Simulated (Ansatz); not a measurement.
Pb:

```
Pb
1.0
     0.00000    2.47502    2.47502
     2.47502    0.00000    2.47502
     2.47502    2.47502    0.00000
Pb
1
Cartesian
  0.0000 0.0000 0.0000
```

| Item | Value |
| --- | --- |
| Program | Ansatz 0.2.0 |
| Task | relaxation of cell and atoms |
| Functional | PBEsol0 |
| Potentials or basis | Ansatz PAW |
| Cutoff | 420 eV (not typed: the program's choice for these potentials) |
| k mesh | 5 × 5 × 5 |
| Occupations | fermi-dirac, width 0.05 eV |
| Spin | no spin polarisation |

At the start: volume 30.32 Å³/atom.

**Question.** How do energy, volume and symmetry change on relaxing?

**Answer.** It ends after 4 steps and the volume is 29.39 Å³/atom (-3.1 %); space group Fm-3m (No. 225, to 0.05 Å).

Step by step:
```tsv
step	energy change (eV)	largest force (eV/Å)	volume (Å³)
1	0.0000	0.0000	30.32
2	-0.0048	0.0000	29.24
3	-0.0049	0.0000	29.39
4	-0.0048	0.0000	29.39
```

Final structure:
```
CELL_PARAMETERS angstrom
0.00000 2.44945 2.44945
2.44945 0.00000 2.44945
2.44945 2.44945 0.00000
ATOMIC_POSITIONS crystal
Pb 0.00000 0.00000 0.00000
```

Caveat: the k mesh is coarse (spacing up to 0.44 Å⁻¹), so the values aren't converged, least of all with exact exchange; the plane-wave basis is chosen anew once the cell has moved, so the energies of steps on either side of that aren't comparable; the PAW data sets come from PBE, with cores solved anew for the run's functional, which leaves a small shift of forces and pressure.
